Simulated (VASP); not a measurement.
# BN (P6_3/mmc) in VASP: dielectric tensor with PBE+D3(BJ)

Aim: the dielectric tensor of BN with PBE+D3(BJ).

Program: VASP 6.6.1. These are calculated values, not measurements. Logs are shortened: lines on timing, memory, paths and dates and some standing lists are left out, and cuts for length are marked.

## (1) Starting point

It takes space group P6_3/mmc (No. 194, hexagonal). Conventional cell: a = 2.507 Å, b = 2.507 Å, c = 6.585 Å, α = 90.00°, β = 90.00°, γ = 120.00°. B (site symmetry -6m2) has 3 N at 1.45 Å as nearest neighbours. N (site symmetry -6m2) has 3 B at 1.45 Å as nearest neighbours.

## (2) Dielectric tensor, PBE+D3(BJ)

File INCAR:

```
PREC = Accurate
ENCUT = 520
EDIFF = 1E-7
ISMEAR = 0
SIGMA = 0.02
LREAL = F
LASPH = T
NELM = 80
ALGO = Normal
ISIF = 2
LWAVE = F
LCHARG = F
GGA = PE
IVDW = 12
LEPSILON = T
KPAR = 4
```

File KPOINTS:

```
Automatic mesh
0
Gamma
  21 21 8
```

File POSCAR:

```
BN                                      
1.0
    2.5068149928      0.0000000000      0.0000000000
   -1.2534074964      2.1709654616      0.0000000000
    0.0000000000      0.0000000000      6.5854223803
  B               N             
     2     2
Direct
     0.3333333300000021    0.6666666699999979    0.2500000000000000
     0.6666666699999979    0.3333333300000021    0.7500000000000000
     0.3333333300000021    0.6666666699999979    0.7500000000000000
     0.6666666699999979    0.3333333300000021    0.2500000000000000
```

Potentials or basis: VASP PAW PBE potentials, release 64 (B, N).

The run is started by

```
cat potpaw_PBE.64/B/POTCAR potpaw_PBE.64/N/POTCAR > POTCAR
mpirun -np 4 vasp_std > vasp.out
```

OUTCAR:

```text
PREC = Accurate
   ENCUT = 520
   EDIFF = 1E-7
   ISMEAR = 0
   LREAL = F
   LASPH = T
   NELM = 80
   ISIF = 2
   GGA = PE
   IVDW = 12
   LEPSILON = T
 IVDW          = 12

 ion  position               nearest neighbor table
   1  0.333  0.667  0.250-   4 1.45   4 1.45   4 1.45
   2  0.667  0.333  0.750-   3 1.45   3 1.45   3 1.45
   3  0.333  0.667  0.750-   2 1.45   2 1.45   2 1.45
   4  0.667  0.333  0.250-   1 1.45   1 1.45   1 1.45

  LATTYP: Found a hexagonal cell.
 ALAT       =     2.5068149928
 C/A-ratio  =     2.6270077366

  Lattice vectors:

 A1 = (   2.5068149928,   0.0000000000,   0.0000000000)
 A2 = (  -1.2534074964,   2.1709654616,   0.0000000000)
 A3 = (   0.0000000000,   0.0000000000,   6.5854223803)

Analysis of symmetry for initial positions (statically):
=====================================================================
 Subroutine PRICEL returns:
 Original cell was already a primitive cell.

 Routine SETGRP: Setting up the symmetry group for a
 hexagonal supercell.

 Subroutine GETGRP returns: Found 24 space group operations
 (whereof 12 operations were pure point group operations)
 out of a pool of 24 trial point group operations.

The static configuration has the point symmetry D_3d.
 The point group associated with its full space group is D_6h.

Analysis of symmetry for dynamics (positions and initial velocities):
=====================================================================
 Subroutine PRICEL returns:
 Original cell was already a primitive cell.

 Routine SETGRP: Setting up the symmetry group for a
 hexagonal supercell.

 Subroutine GETGRP returns: Found 24 space group operations
 (whereof 12 operations were pure point group operations)
 out of a pool of 24 trial point group operations.

The dynamic configuration has the point symmetry D_3d.
 The point group associated with its full space group is D_6h.

 Subroutine INISYM returns: Found 24 space group operations
 (whereof 12 operations are pure point group operations),
 and found     1 'primitive' translations

----------------------------------------------------------------------------------------

                                     Primitive cell

  volume of cell :      35.8392

[... 524 lines left out ...]
      1.25341      0.72366      4.93907         0.000000     -0.000000      0.000000
     -0.00000      1.44731      4.93907         0.000000     -0.000000      0.000000
      1.25341      0.72366      1.64636         0.000000      0.000000      0.000000
 -----------------------------------------------------------------------------------
    total drift:                               -0.000002      0.000001      0.000000

  FREE ENERGIE OF THE ION-ELECTRON SYSTEM (eV)
  ---------------------------------------------------
  free  energy   TOTEN  =       -35.7176253827 eV

  energy  without entropy=      -35.7176253827  energy(sigma->0) =      -35.71762538

 HEAD OF MICROSCOPIC STATIC DIELECTRIC TENSOR (INDEPENDENT PARTICLE, excluding Hartree and local field effects)
 ------------------------------------------------------
           4.874188     0.000000     0.000000
           0.000000     4.874188    -0.000000
           0.000000    -0.000000     3.049661
 ------------------------------------------------------

 Free energy of the ion-electron system (eV)
  ---------------------------------------------------
  ---------------------------------------------------
  free energy    TOTEN  =        -0.40019505 eV

  energy without entropy =       -0.40019505

------------------------ aborting loop because EDIFF is reached ----------------------------------------

 Edisp (eV)   -0.56904

 E8    (eV) :    -0.1668
[... 7 lines left out ...]
 E8    (eV) :    -0.1668

--------------------------------------- Ionic step        3  -------------------------------------------

 Free energy of the ion-electron system (eV)
  ---------------------------------------------------
  ---------------------------------------------------
  free energy    TOTEN  =        -0.19105621 eV

  energy without entropy =       -0.19105621

------------------------ aborting loop because EDIFF is reached ----------------------------------------

 Edisp (eV)   -0.56904

 E8    (eV) :    -0.1668

 PIEZOELECTRIC TENSOR FIELD DIRECTION 3  (e Angst)
 -----------------------------------------------------------------------------
    -0.00035  0.00000 -0.00000           ( -0.00000  0.00000 -0.00000)
    -0.00000 -0.00035  0.00000           ( -0.00000 -0.00000  0.00000)
     0.00000 -0.00000  0.00036           (  0.00000  0.00000 -0.00001)

 PIEZOELECTRIC TENSOR FIELD DIRECTION 3  (C/m^2)
 -----------------------------------------------------------------------------
    -0.00016  0.00000 -0.00000
    -0.00000 -0.00016  0.00000
     0.00000 -0.00000  0.00016

 MACROSCOPIC STATIC DIELECTRIC TENSOR (including local field effects in DFT)
 ------------------------------------------------------
           4.784088     0.000000     0.000000
           0.000000     4.784088    -0.000000
           0.000000     0.000000     2.732299
 ------------------------------------------------------

 PIEZOELECTRIC TENSOR (including local field effects)  for field in x, y, z        (e  Angst)
          XX          YY          ZZ          XY          YZ          ZX
  --------------------------------------------------------------------------------
  x     0.00000     0.00000     0.00000     0.00000     0.00000     0.00000
  y     0.00000     0.00000     0.00000     0.00000     0.00000     0.00000
  z     0.00000     0.00000     0.00000     0.00000     0.00000     0.00000

 PIEZOELECTRIC TENSOR (including local field effects)  for field in x, y, z        (C/m^2)
          XX          YY          ZZ          XY          YZ          ZX
  --------------------------------------------------------------------------------
  x     0.00000     0.00000     0.00000     0.00000     0.00000     0.00000
  y     0.00000     0.00000     0.00000     0.00000     0.00000     0.00000
  z     0.00000     0.00000     0.00000     0.00000     0.00000     0.00000

 BORN EFFECTIVE CHARGES (including local field effects) (in |e|, cummulative output)
 ---------------------------------------------------------------------------------
 ion    1
    1     2.71407     0.00000     0.00000
    2     0.00000     2.71407     0.00000
    3     0.00000     0.00000     0.76546
 ion    2
    1     2.71407     0.00000     0.00000
    2     0.00000     2.71407     0.00000
    3     0.00000     0.00000     0.76546
 ion    3
    1    -2.71407     0.00000     0.00000
    2     0.00000    -2.71407     0.00000
    3     0.00000     0.00000    -0.76546
 ion    4
    1    -2.71407     0.00000     0.00000
    2     0.00000    -2.71407     0.00000
    3     0.00000     0.00000    -0.76546
```

Run time: 2 min. Hardware: 4 MPI ranks of Intel Xeon 6975P-C (Granite Rapids), shared host; peak memory 0.67 GiB.

What came out:

* Band gap on the k mesh: 4.24 eV, indirect (least direct gap 4.63 eV)
* Electronic dielectric tensor (diagonal): 4.78, 4.78, 2.73
* Born charges (mean of the diagonal): B +2.06; N -2.06 e
* Dispersion energy per atom: -0.142 eV

Electronic dielectric tensor:
```
4.78 0.00 0.00
0.00 4.78 0.00
0.00 0.00 2.73
```

Born effective charge tensors (e):
atom 1, B
```
2.71 0.00 0.00
0.00 2.71 0.00
0.00 0.00 0.77
```
atom 2, B
```
2.71 0.00 0.00
0.00 2.71 0.00
0.00 0.00 0.77
```
atom 3, N
```
-2.71  0.00  0.00
 0.00 -2.71  0.00
 0.00  0.00 -0.77
```
atom 4, N
```
-2.71  0.00  0.00
 0.00 -2.71  0.00
 0.00  0.00 -0.77
```

Caveat: an odd mesh through Γ misses points on the zone boundary, where band edges often lie. Expect the measured gap to be larger: semilocal functionals such as PBE lack the derivative discontinuity.
